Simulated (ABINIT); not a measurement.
# Mo (Im-3m) in ABINIT: further runs

Aim: see how the results for Mo move with the level of theory and the settings. Levels: PBEsol, BLYP+D4, TB-mBJ, SCAN. Tasks: band structure, equation of state.

All numbers are computed with ABINIT 10.8.3 (patched build); they aren't measurements. Logs are shortened: lines on timing, memory, paths and dates and some standing lists are left out, and cuts for length are marked. The log counts tension as positive stress, the text compression.

## Step 1: The structure

It takes space group Im-3m (No. 229, cubic). The conventional cell has a = 3.168 Å, b = 3.168 Å, c = 3.168 Å, α = 90.00°, β = 90.00°, γ = 90.00°. Around Mo (site symmetry m-3m) lie 8 Mo at 2.74 Å.

## Step 2: Band structure, PBEsol

Input file run.abi:

```
ndtset 2

pp_dirpath "./"
pseudos "Mo.GGA_PBE-JTH.xml"

acell 5.1839677754 5.1839677754 5.1839677754
rprim
    -0.5773502692     0.5773502692     0.5773502692
     0.5773502692    -0.5773502692     0.5773502692
     0.5773502692     0.5773502692    -0.5773502692
ntypat 1
znucl 42
natom 1
typat 1
xred
     0.0000000000     0.0000000000     0.0000000000

ecut 15.0
pawecutdg 30.0

ixc -116133

occopt 3
tsmear 0.00183747

nstep 100

iomode 3
prtwf 0
prteig 0
prtebands 0
prtden1 1

kptopt1 1
ngkpt1 12 12 12
nshiftk1 1
shiftk1 0.0 0.0 0.0
nband1 11
tolvrs1 1.0e-9

iscf2 -2
getden2 1
nband2 15
nbdbuf2 2
tolwfr2 1.0e-12
kptopt2 -5
ndivsm2 6
prteig2 1
prtvol2 -3
kptbounds2
     0.0000000000     0.0000000000     0.0000000000
     0.5000000000    -0.5000000000     0.5000000000
     0.0000000000     0.0000000000     0.5000000000
     0.0000000000     0.0000000000     0.0000000000
     0.2500000000     0.2500000000     0.2500000000
     0.5000000000    -0.5000000000     0.5000000000
```

Potentials or basis: JTH PAW PBE v2.0.

Run with:

```
abinit run.abi > log 2>&1
```

run.abo:

```text
.Version 10.8.3 of ABINIT
 DATASET    1 : space group Im -3 m (#229); Bravais cI (body-center cubic)
================================================================================
 Values of the parameters that define the memory need for DATASET  1.
     intxc =       0    ionmov =       0      iscf =      17    lmnmax =      18
     lnmax =       6     mgfft =      20  mpssoang =       3    mqgrid =    3001
     natom =       1  nloc_mem =       2    nspden =       1   nspinor =       1
    nsppol =       1      nsym =      48    n1xccc =       1    ntypat =       1
    occopt =       3   xclevel =       2
       mpw =         321          nfft =        8000          nkpt =          72
 PAW method is used; the additional fine FFT grid is defined by:
   mgfftf=        27    nfftf =     19683
================================================================================
================================================================================

 DATASET    2 : space group Im -3 m (#229); Bravais cI (body-center cubic)
================================================================================
 Values of the parameters that define the memory need for DATASET  2.
     intxc =       0    ionmov =       0      iscf =      -2    lmnmax =      18
     lnmax =       6     mgfft =      20  mpssoang =       3    mqgrid =    3001
     natom =       1  nloc_mem =       2    nspden =       1   nspinor =       1
    nsppol =       1      nsym =      48    n1xccc =       1    ntypat =       1
    occopt =       3   xclevel =       2
       mpw =         321          nfft =        8000          nkpt =          35
 PAW method is used; the additional fine FFT grid is defined by:
   mgfftf=        27    nfftf =     19683
================================================================================
================================================================================

--------------------------------------------------------------------------------
------------- Echo of variables that govern the present computation ------------
--------------------------------------------------------------------------------
 -outvars: echo values of preprocessed input variables --------
            acell      5.1839677754E+00  5.1839677754E+00  5.1839677754E+00 Bohr
              amu      9.59400000E+01
             ecut      1.50000000E+01 Hartree
           getden1          0
           getden2          1
             iscf1         17
             iscf2         -2
              ixc     -116133
           jdtset        1    2
           kptopt1          1
           kptopt2         -5
         kptrlatt       12    0    0      0   12    0      0    0   12
          kptrlen1     6.22076133E+01
          kptrlen2     3.00000000E+01
            natom           1
            nband1         11
            nband2         15
           nbdbuf1          0
           nbdbuf2          2
           ndtset           2
           ndivsm1          0
           ndivsm2          6
            ngfft          20      20      20
          ngfftdg          27      27      27
             nkpt1         72
             nkpt2         35
            nstep         100
             nsym          48
           ntypat           1
           occopt           3
        pawecutdg      3.00000000E+01 Hartree
         pawxcdev           0
        prtebands           0
[... 220 lines left out ...]
 mkfilename : getden/=0, take file _DEN from output of DATASET   1.

 Real(R)+Recip(G) space primitive vectors, cartesian coordinates (Bohr,Bohr^-1):
 R(1)= -2.9929652  2.9929652  2.9929652  G(1)=  0.0000000  0.1670584  0.1670584
 R(2)=  2.9929652 -2.9929652  2.9929652  G(2)=  0.1670584  0.0000000  0.1670584
 R(3)=  2.9929652  2.9929652 -2.9929652  G(3)=  0.1670584  0.1670584  0.0000000
 Unit cell volume ucvol=  1.0724202E+02 bohr^3
 Angles (23,13,12)=  1.09471221E+02  1.09471221E+02  1.09471221E+02 degrees

 Coarse grid specifications (used for wave-functions):

 getcut: wavevector=  0.0000  0.0000  0.0000  ngfft=  20  20  20
         ecut(hartree)=     15.000   => boxcut(ratio)=   2.21840

 getcut : COMMENT -
  Note that boxcut > 2.2 ; recall that boxcut=Gcut(box)/Gcut(sphere) = 2
  is sufficient for exact treatment of convolution.
  Such a large boxcut is a waste : you could raise ecut
  e.g. ecut=   18.454880 Hartrees makes boxcut=2

 Fine grid specifications (used for densities):

 getcut: wavevector=  0.0000  0.0000  0.0000  ngfft=  27  27  27
         ecut(hartree)=     30.000   => boxcut(ratio)=   2.03717
--------------------------------------------------------------------------------

================================================================================
 Non-SCF case, kpt    1 (  0.00000  0.00000  0.00000), residuals and eigenvalues=
  2.08E-13  4.90E-13  2.86E-13  3.16E-13  1.99E-13  1.05E-13  4.35E-13  5.33E-13
  2.78E-13  9.12E-13  3.81E-13  4.20E-13  1.31E-13  2.70E-08  3.74E-07
 -1.7606E+00 -7.7981E-01 -7.7981E-01 -7.7981E-01  2.2314E-01  4.3998E-01
  4.3998E-01  4.3998E-01  5.4823E-01  5.4823E-01  1.0389E+00  1.0389E+00
  1.0389E+00  1.4469E+00  1.4469E+00
 Non-SCF case, kpt    2 (  0.06250 -0.06250  0.06250), residuals and eigenvalues=
  1.68E-13  3.21E-13  2.72E-13  3.31E-13  2.59E-13  9.91E-14  8.95E-13  2.81E-13
  5.78E-14  4.23E-13  7.51E-13  3.66E-13  5.84E-13  6.64E-11  4.24E-07
 -1.7599E+00 -7.8255E-01 -7.8105E-01 -7.8105E-01  2.3555E-01  4.3929E-01
  4.3929E-01  4.4547E-01  5.3216E-01  5.5396E-01  1.0520E+00  1.0597E+00
[... 185 lines left out ...]
  4.9161E-01  5.9993E-01  5.9993E-01  8.5672E-01  8.5672E-01  8.6417E-01
  1.2108E+00  1.2108E+00  1.2996E+00
 Non-SCF case, kpt   34 (  0.46429 -0.39286  0.46429), residuals and eigenvalues=
  3.01E-13  6.27E-13  7.18E-13  3.17E-13  1.65E-13  6.29E-13  3.38E-13  8.96E-13
  4.11E-13  5.15E-13  1.69E-13  7.00E-13  2.56E-13  9.36E-13  1.90E-12
 -1.7455E+00 -8.1405E-01 -8.1405E-01 -8.1059E-01  3.0137E-01  3.0137E-01
  5.8126E-01  6.2246E-01  6.2246E-01  8.3009E-01  8.3009E-01  8.4230E-01
  1.2235E+00  1.2316E+00  1.2316E+00
 Non-SCF case, kpt   35 (  0.50000 -0.50000  0.50000), residuals and eigenvalues=
  8.53E-13  1.52E-13  2.09E-13  8.38E-14  2.18E-13  8.54E-13  2.42E-13  2.53E-13
  1.47E-13  4.30E-13  4.78E-13  3.44E-13  4.93E-13  2.51E-12  1.22E-10
 -1.7450E+00 -8.1372E-01 -8.1372E-01 -8.1372E-01  2.9292E-01  2.9292E-01
  6.3311E-01  6.3311E-01  6.3311E-01  8.1670E-01  8.1670E-01  8.1670E-01
  1.1888E+00  1.2421E+00  1.2421E+00

--- !ResultsGS
iteration_state: {dtset: 2, }
comment   : Summary of ground state results
lattice_vectors:
- [ -2.9929652,   2.9929652,   2.9929652, ]
- [  2.9929652,  -2.9929652,   2.9929652, ]
- [  2.9929652,   2.9929652,  -2.9929652, ]
lattice_lengths: [   5.18397,    5.18397,    5.18397, ]
lattice_angles: [109.471, 109.471, 109.471, ] # degrees, (23, 13, 12)
lattice_volume:   1.0724202E+02
convergence: {deltae:  0.000E+00, res2:  0.000E+00, residm:  9.820E-13, diffor:  0.000E+00, }
etotal    :  -6.88414530E+01
entropy   :   0.00000000E+00
fermie    :   4.86869637E-01
cartesian_stress_tensor: null
pressure_GPa: null
xred      :
- [  0.0000E+00,   0.0000E+00,   0.0000E+00, Mo]
cartesian_forces: null
force_length_stats: {min: null, max: null, mean: null, }
...

 Integrated electronic density in atomic spheres:
 ------------------------------------------------
 Atom  Sphere_radius  Integrated_density
    1        2.20740         11.28641538

================================================================================

 ----iterations are completed or convergence reached----

 Mean square residual over all n,k,spin=   41.660E-14; max=  98.200E-14
 reduced coordinates (array xred) for    1 atoms
       0.000000000000      0.000000000000      0.000000000000

 cartesian coordinates (angstrom) at end:
    1      0.00000000000000     0.00000000000000     0.00000000000000
 length scales=  5.183967775400  5.183967775400  5.183967775400 bohr
              =  2.743237606936  2.743237606936  2.743237606936 angstroms
 Eigenvalues (hartree) for nkpt=  35  k points:
 kpt#   1, nband= 15, wtk=  1.00000, kpt=  0.0000  0.0000  0.0000 (reduced coord)
  -1.76056   -0.77981   -0.77981   -0.77981    0.22314    0.43998    0.43998    0.43998
   0.54823    0.54823    1.03889    1.03889    1.03889    1.44691    1.44691
 kpt#   2, nband= 15, wtk=  1.00000, kpt=  0.0625 -0.0625  0.0625 (reduced coord)
  -1.75988   -0.78255   -0.78105   -0.78105    0.23555    0.43929    0.43929    0.44547
   0.53216    0.55396    1.05197    1.05972    1.05972    1.33751    1.47008
 kpt#   3, nband= 15, wtk=  1.00000, kpt=  0.1250 -0.1250  0.1250 (reduced coord)
  -1.75798   -0.78964   -0.78460   -0.78460    0.26952    0.43989    0.43989    0.46164
   0.49186    0.56929    1.08341    1.11629    1.11629    1.19452    1.49050
 kpt#   4, nband= 15, wtk=  1.00000, kpt=  0.1875 -0.1875  0.1875 (reduced coord)
  -1.75524   -0.79842   -0.79000   -0.79000    0.31459    0.44181    0.44739    0.44739
   0.48745    0.58893    1.08837    1.12073    1.18195    1.18195    1.41136
 kpt#   5, nband= 15, wtk=  1.00000, kpt=  0.2500 -0.2500  0.2500 (reduced coord)
  -1.75216   -0.80614   -0.79645   -0.79645    0.35069    0.39272    0.46663    0.46663
   0.52093    0.61110    1.04486    1.15734    1.16545    1.16545    1.42716
 kpt#   6, nband= 15, wtk=  1.00000, kpt=  0.3125 -0.3125  0.3125 (reduced coord)
  -1.74926   -0.81117   -0.80300   -0.80300    0.35071    0.35425    0.50005    0.50005
[... 74 lines left out ...]
  -1.74964   -0.81499   -0.81499   -0.78674    0.36512    0.39028    0.39028    0.56684
   0.56684    0.85789    0.87143    0.87143    1.20334    1.23280    1.23280
 kpt#  32, nband= 15, wtk=  1.00000, kpt=  0.3929 -0.1786  0.3929 (reduced coord)
  -1.74827   -0.81536   -0.81536   -0.79306    0.35826    0.35826    0.41415    0.57873
   0.57873    0.86528    0.87349    0.87349    1.20492    1.20492    1.30017
 kpt#  33, nband= 15, wtk=  1.00000, kpt=  0.4286 -0.2857  0.4286 (reduced coord)
  -1.74670   -0.81480   -0.81480   -0.80253    0.32503    0.32503    0.49161    0.59993
   0.59993    0.85672    0.85672    0.86417    1.21079    1.21079    1.29959
 kpt#  34, nband= 15, wtk=  1.00000, kpt=  0.4643 -0.3929  0.4643 (reduced coord)
  -1.74546   -0.81405   -0.81405   -0.81059    0.30137    0.30137    0.58126    0.62246
   0.62246    0.83009    0.83009    0.84230    1.22350    1.23163    1.23163
 kpt#  35, nband= 15, wtk=  1.00000, kpt=  0.5000 -0.5000  0.5000 (reduced coord)
  -1.74498   -0.81372   -0.81372   -0.81372    0.29292    0.29292    0.63311    0.63311
   0.63311    0.81670    0.81670    0.81670    1.18885    1.24211    1.24211

== END DATASET(S) ==============================================================
================================================================================

 -outvars: echo values of variables after computation  --------
            acell      5.1839677754E+00  5.1839677754E+00  5.1839677754E+00 Bohr
           etotal1    -6.8841452988E+01
            fcart1    -0.0000000000E+00 -0.0000000000E+00 -0.0000000000E+00
            rprim     -5.7735026920E-01  5.7735026920E-01  5.7735026920E-01
                       5.7735026920E-01 -5.7735026920E-01  5.7735026920E-01
                       5.7735026920E-01  5.7735026920E-01 -5.7735026920E-01
           strten1     3.0727343041E-04  3.0727343041E-04  3.0727343041E-04
                       0.0000000000E+00  0.0000000000E+00  0.0000000000E+00
 Calculation completed.
```

Run time: 16 s. Hardware: 1 thread of Arm Neoverse N1, shared host; peak memory 0.11 GiB.

Results:

```
Free energy                                           : -1873.2714 eV
Pressure                                              : -9.0 GPa
Band gap on the k mesh                                : none (metal or under the smearing width)
Valence electrons inside the program's atomic spheres : Mo 11.29 (radii [1.1681] Å)
```

Levels at the corners of the path, in eV from the Fermi level:
| point | band 4 | band 5 | band 6 | band 7 | band 8 | band 9 | band 10 | band 11 |
| --- | --- | --- | --- | --- | --- | --- | --- | --- |
| Γ | -34.47 | -7.18 | -1.28 | -1.28 | -1.28 | 1.67 | 1.67 | 15.02 |
| H | -35.39 | -5.28 | -5.28 | 3.98 | 3.98 | 3.98 | 8.98 | 8.98 |
| N | -34.48 | -5.19 | -3.27 | 1.58 | 1.70 | 2.31 | 4.73 | 11.41 |
| Γ | -34.47 | -7.18 | -1.28 | -1.28 | -1.28 | 1.67 | 1.67 | 15.02 |
| P | -35.14 | -2.54 | -2.54 | -2.54 | 2.43 | 2.43 | 9.39 | 11.47 |
| H | -35.39 | -5.28 | -5.28 | 3.98 | 3.98 | 3.98 | 8.98 | 8.98 |

Caveat: the PAW data sets were made with another functional, which shifts forces and pressure a little.

## Step 3: Equation of state, BLYP+D4

Input file run.py:

```python
import json, os
import numpy as np
from ase.eos import EquationOfState
from ase.units import GPa
from ase.calculators.mixing import SumCalculator
from dftd4.ase import DFTD4
from ase.calculators.abinit import Abinit, AbinitProfile
from ase import Atoms

atoms = Atoms(['Mo'],
              cell=[[-1.5838089719, 1.5838089719, 1.5838089719], [1.5838089719, -1.5838089719, 1.5838089719], [1.5838089719, 1.5838089719, -1.5838089719]],
              scaled_positions=[[0.0, 0.0, 0.0]],
              pbc=True)

profile = AbinitProfile(command='abinit', pp_paths=[os.path.abspath('pseudos')])
params = dict(
    pps='pawxml', xc='PBE',
    ecut=408.1708,
    pawecutdg=816.3416,
    kptopt=1,
    ngkpt=[12, 12, 12],
    nshiftk=1,
    shiftk=[0.0, 0.0, 0.0],
    ixc=-106131,
    nband=11,
    occopt=3,
    tsmear=0.05,
    nstep=100,
    tolvrs=1e-09,
    prtwf=0,
    prtden=0,
)

cell0 = atoms.cell.copy()
volumes, energies = [], []
for i, x in enumerate([0.94, 0.96, 0.98, 1.0, 1.02, 1.04, 1.06]):
    atoms.set_cell(cell0 * x ** (1 / 3), scale_atoms=True)
    atoms.calc = SumCalculator([Abinit(profile=profile, directory=f'v{i}', **params), DFTD4(method='blyp')])
    volumes.append(atoms.get_volume() / len(atoms))
    dft, disp = atoms.calc.mixer.calcs
    energies.append((dft.get_property('free_energy', atoms) + disp.get_property('energy', atoms)) / len(atoms))
    print(f'{x:5.2f} {volumes[-1]:10.5f} A^3/atom {energies[-1]:14.6f} eV/atom', flush=True)
    json.dump(dict(volumes=volumes, energies=energies), open('results.json', 'w'))
v0, e0, b0 = EquationOfState(volumes, energies, eos='sjeos').fit()
print(f'V0 {v0:.4f} A^3/atom  E0 {e0:.6f} eV/atom  B0 {b0 / GPa:.2f} GPa')
```

Potentials or basis: JTH PAW PBE v2.0.

Run with:

```
python run.py
```

It took 100 s on 1 thread of Arm Neoverse N1, shared host; peak memory 0.11 GiB.

Results (log left out):

```yaml
Equilibrium_volume: 15.70 Å³/atom
Bulk_modulus: 263 GPa
Pressure_derivative_of_the_bulk_modulus: "4.7 (rough: it moves with the points fitted)"
```

Energy against volume, from the lowest point:
| volume (Å³/atom) | energy (meV/atom) |
| --- | --- |
| 14.938 | 32.41 |
| 15.256 | 10.05 |
| 15.574 | 0.00 |
| 15.892 | 0.95 |
| 16.209 | 11.88 |
| 16.527 | 31.63 |
| 16.845 | 59.03 |

Caveat: pressures at fixed basis lie under the slope of the energies; the log and the count of SCF iterations are those of the last ABINIT call alone; the PAW data sets were made with another functional, which shifts forces and pressure a little.

(Part 1 of 2 ends here.)
